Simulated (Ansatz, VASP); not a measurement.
One calculation of TiAl, two programs

The input INCAR:

```
ALGO = Normal
EDIFF = 1E-7
ENCUT = 520
GGA = PE
ISIF = 2
ISMEAR = -1
LASPH = True
LCHARG = False
LREAL = False
LWAVE = False
NBANDS = 14
NELM = 100
PREC = Accurate
SIGMA = 0.05
```

File KPOINTS:

```
k-points
0
Gamma
  8 8 8
```

File POSCAR:

```
TiAl
1.0
    3.2001180175      0.0000000000      0.0000000000
    0.0000000000      3.2001180175      0.0000000000
    0.0000000000      0.0000000000      3.2001180175
Ti Al
1 1
Direct
    0.0000000000      0.0000000000      0.0000000000
    0.5000000000      0.5000000000      0.5000000000
```

File input.yaml:

```yaml
crystal:
  lattice:
    - [3.2001180175, 0.0, 0.0]
    - [0.0, 3.2001180175, 0.0]
    - [0.0, 0.0, 3.2001180175]
  atoms:
    - { symbol: Ti, position: [0.0, 0.0, 0.0] }
    - { symbol: Al, position: [0.5, 0.5, 0.5] }
kpoints:
  mp_grid: { grid: [8, 8, 8] }
scf:
  occupations: { method: fermi_dirac, width: 0.05 }
hamiltonian:
  xc: pbe
  pseudopotentials: { kind: all_electron, lapw: { basis_error: 0.0005 } }
output:
  forces: true
  stress: true
  eigenvalues: true
```

Change from the starting cell: volume scaled by 1.02.

Alike in both runs: task single point; functional PBE; k mesh 8 × 8 × 8; occupations fermi-dirac, width 0.05 eV; no spin polarisation.

|  | VASP | Ansatz |
| --- | --- | --- |
| version | VASP 6.6.1 | Ansatz 0.2.0 |
| potentials or method | VASP PAW PBE potentials, release 64 (Ti_sv, Al) | all-electron LAPW, scalar-relativistic |
| plane-wave cutoff (eV) | 520 | see its input |

|  | VASP | Ansatz | Ansatz less VASP |
| --- | --- | --- | --- |
| gap on the k mesh at the Fermi level (eV) | none | none | - |
| pressure (GPa) | -1.3 | -1.3 | 0.00 |

A gap of «none» marks a metal or a gap that the smearing closes. Ansatz ran all-electron here, so the differences hold the error of VASP's frozen core and of both bases.
